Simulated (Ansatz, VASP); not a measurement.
# PbS: VASP beside Ansatz

File INCAR:

```
ALGO = Normal
EDIFF = 1E-6
ENCUT = 520
GGA = PS
ISIF = 2
ISMEAR = -1
LASPH = True
LCHARG = False
LREAL = False
LWAVE = False
NBANDS = 28
NELM = 100
PREC = Accurate
SIGMA = 0.01
```

File KPOINTS:

```
k-points
0
Gamma
  7 7 3
```

The input POSCAR:

```
PbS
1.0
    2.9981715043     -2.9568771850      0.0000000000
    2.9981715043      2.9568771850      0.0000000000
   -1.1012328289      0.0000000000     11.9389422255
Pb S
2 2
Direct
    0.7756000000      0.7756000000      0.6363800000
    0.2244000000      0.2244000000      0.3636200000
    0.2684000000      0.2684000000      0.5986000000
    0.7316000000      0.7316000000      0.4014000000
```

Input for Ansatz:

```yaml
crystal:
  lattice:
    - [2.9981715043, -2.956877185, 0.0]
    - [2.9981715043, 2.956877185, 0.0]
    - [-1.1012328289, 0.0, 11.9389422255]
  atoms:
    - { symbol: Pb, position: [0.7756, 0.7756, 0.63638] }
    - { symbol: Pb, position: [0.2244, 0.2244, 0.36362] }
    - { symbol: S, position: [0.2684, 0.2684, 0.5986] }
    - { symbol: S, position: [0.7316, 0.7316, 0.4014] }
kpoints:
  mp_grid: { grid: [7, 7, 3] }
  band_path:
    path:
      - [0.0, 0.0, 0.0]
      - [-0.4952296494, 0.4952296494, 0.0]
      - [-0.5047703506, -0.4952296494, 0.0]
      - [-0.5, -0.5, 0.0]
      - [0.0, 0.0, 0.0]
      - [-0.5, -0.5, 0.5]
      - [-0.5160352562, -0.4839647438, 0.5]
      - [-0.4839647438, 0.4839647438, 0.5]
      - [0.0, 0.0, 0.5]
    npoints: 5
scf:
  occupations: { method: fermi_dirac, width: 0.01 }
hamiltonian:
  xc: pbesol
  pseudopotentials: { kind: all_electron, lapw: { basis_error: 0.0005 } }
output:
  forces: true
  stress: true
  eigenvalues: true
```

Change from the starting cell: volume scaled by 1.06.

Alike in both runs: task single point; functional PBEsol; k mesh 7 × 7 × 3; occupations fermi-dirac, width 0.01 eV; no spin polarisation.

```csv
,VASP,Ansatz
version,VASP 6.6.1,Ansatz 0.2.0
potentials or method,"VASP PAW PBE potentials, release 64 (Pb_d, S)","all-electron LAPW, scalar-relativistic"
plane-wave cutoff (eV),520,see its input
```

|  | VASP | Ansatz | Ansatz less VASP |
| --- | --- | --- | --- |
| gap on the k mesh at the Fermi level (eV) | 1.36 | 1.36 | +0.003 |
| rms of the force components (eV/Å) | 0.436 | 0.436 | +0.0003 |

Atom by atom the forces differ by 0.001 eV/Å (rms over components). Ansatz ran all-electron here, so the differences hold the error of VASP's frozen core and of both bases.

Caveats: the PAW data sets were made with another functional, which shifts forces and pressure a little (VASP); spin-orbit coupling is left out, which as a rule narrows the gap of such compounds by several tenths of an eV.
